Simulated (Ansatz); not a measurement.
## AlN under changes of volume

One of the cells (9.946 Å³/atom); the others are scaled copies at fixed shape and fractional positions:

```
CELL_PARAMETERS angstrom
3.31212 0.00000 0.00000
-1.65606 2.86838 0.00000
0.00000 0.00000 4.18756
ATOMIC_POSITIONS crystal
Al 0.66667 0.33333 0.25000
Al 0.33333 0.66667 0.75000
N 0.66667 0.33333 0.75000
N 0.33333 0.66667 0.25000
```

Measurements of this composition are mostly on another form, of space group No. 186.

```yaml
Program: Ansatz 0.2.0
Functional: LDA
Potentials_or_basis: all-electron LAPW, scalar-relativistic
Cutoff: 339 eV (chosen from the basis error)
Basis_error_allowed: 0.002 eV/atom
k_mesh: 9 × 9 × 7
Occupations: fermi-dirac, width 0.05 eV
Spin: no spin polarisation
```

| volume (Å³/atom) | energy over the lowest point (meV/atom) | pressure (GPa) | gap on the mesh (eV) |
| --- | --- | --- | --- |
| 9.349 | 2.85 | 4.8 | 3.74 |
| 9.548 | 0.00 | -0.1 | 3.59 |
| 9.747 | ? | ? | ? |
| 9.946 | 11.24 | -8.6 | 3.28 |
| 10.145 | 24.24 | -12.3 | 3.13 |
| 10.344 | 41.54 | -15.5 | 2.99 |
| 10.543 | 62.67 | -18.5 | 2.84 |

Problem. What does the run at 9.747 Å³/atom give?

Solution. Energy over the lowest point 2.98 meV/atom; pressure -4.6 GPa; gap on the mesh 3.43 eV.

Worked out: A Birch-Murnaghan fit of order 3 (a polynomial in V^(-2/3)) to the other rows has its minimum at 9.54 Å³/atom with B0 = V·E''(V) = 226 GPa and B' = 4.0 at fixed shape and positions, which overstates the stiffness. It gives 2.99 meV/atom at 9.747 Å³/atom, against the run's 2.98, and -dE/dV = -4.6 GPa, against -4.6. A straight line through the other rows of the gap, of slope -7.49 eV per unit of ln V (its deformation potential), gives 3.43 eV, against the run's 3.43.

Energies are extrapolated to zero smearing.

Caveats: an odd mesh through Γ misses points on the zone boundary, where band edges often lie.
